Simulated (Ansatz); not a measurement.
**Cutoff convergence: CsCl**

System: CsCl (CsCl type, first atom moved by 0.06 Å along [111]), 2 atoms in the cell.

```yaml
crystal:
  lattice:
    - [4.20000, 0.00000, 0.00000]
    - [0.00000, 4.20000, 0.00000]
    - [0.00000, 0.00000, 4.20000]
  atoms:
    - { symbol: Cs, position: [0.00825, 0.00825, 0.00825] }
    - { symbol: Cl, position: [0.50000, 0.50000, 0.50000] }
```
Lattice in Å, positions in fractions of it.

Level of theory: HSE06, plane waves, PAW datasets (generated soft set 1) in Ansatz 0.2.0 development build.

Exchange singularity: Wigner-Seitz; k-mesh 4×4×4 Γ-centred; Fermi–Dirac smearing of 0.05 eV; no spin polarisation; no spin–orbit coupling.

Cutoffs run: 280, 300, 320, 340, 380, 420, 480, 560 eV. At 560 eV the pressure at a fixed basis is -0.24 GPa and the rms force 0.035 eV/Å.

From which of these cutoffs on do the forces lie within 5 meV/Å (rms) of the highest one?

Even the lowest tried, 280 eV, does.

What pressure at a fixed basis does the 280 eV run show?

-0.44 GPa. An incomplete basis pulls the printed pressure down.

Give the whole series.


```tsv
cutoff (eV)	E − E(top) (meV/atom)	pressure at fixed basis (GPa)	corrected pressure (GPa)	rms force change (meV/Å)
280	5.8	-0.44	-0.23	0.4
300	2.5	-0.32	-0.24	0.3
320	1.3	-0.27	-0.24	0.2
340	0.9	-0.25	-0.24	0.2
380	0.5	-0.25	-0.24	0.0
420	0.3	-0.25	-0.24	0.0
480	0.1	-0.24	-0.24	0.0
560	0.0	-0.24	-0.24	0.0
```
